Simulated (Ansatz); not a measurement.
# Sr: the cost of one run

Method: DFT PBE, scalar-relativistic, plane waves, PAW, in Ansatz 0.2.0.

7 further runs of the same task are left out: 7 set aside as unsound or not needed.

## 1. The structure to begin with

It takes space group P6/mmm (No. 191, hexagonal). Conventional cell: a = 4.156 Å, b = 4.156 Å, c = 3.883 Å, α = 90.00°, β = 90.00°, γ = 120.00°. Around Sr (site symmetry 6/mmm) lie 8 Sr at 3.88 to 4.16 Å.

Structure file:

```
CELL_PARAMETERS angstrom
4.15558 0.00000 0.00000
-2.07779 3.59884 0.00000
0.00000 0.00000 3.88287
ATOMIC_POSITIONS crystal
Sr 0.00000 0.00000 0.00000
```

This is candidate A: simple hexagonal type (P6/mmm, No. 191).

(A quick probe on a coarse mesh, which set the mesh and smearing, is not shown.)

## 3. Relaxing cell and atoms (candidate A)

Contents of input.yaml:

```yaml
crystal:
  lattice:
    - [4.1555776753, 0.0, 0.0]
    - [-2.0777888376, 3.5988358342, 0.0]
    - [0.0, 0.0, 3.8828678903]
  atoms:
    - { symbol: Sr, position: [0.0, 0.0, 0.0] }
basis:
  ecutwfc: 420
kpoints:
  mp_grid: { grid: [15, 15, 14] }
hamiltonian:
  xc: pbe
scf:
  occupations: { method: gaussian, width: 0.1 }
output:
  forces: true
  stress: true
  eigenvalues: true
relax:
  adjacent_minimum: "off"
  f_tol: 0.01
  max_steps: 80
  cell: { stress_tol: 0.05 }
```

What time and memory should one allow on 1 thread of an x86-64 CPU, shared host?

About 23 s, with a peak of 0.47 GiB.
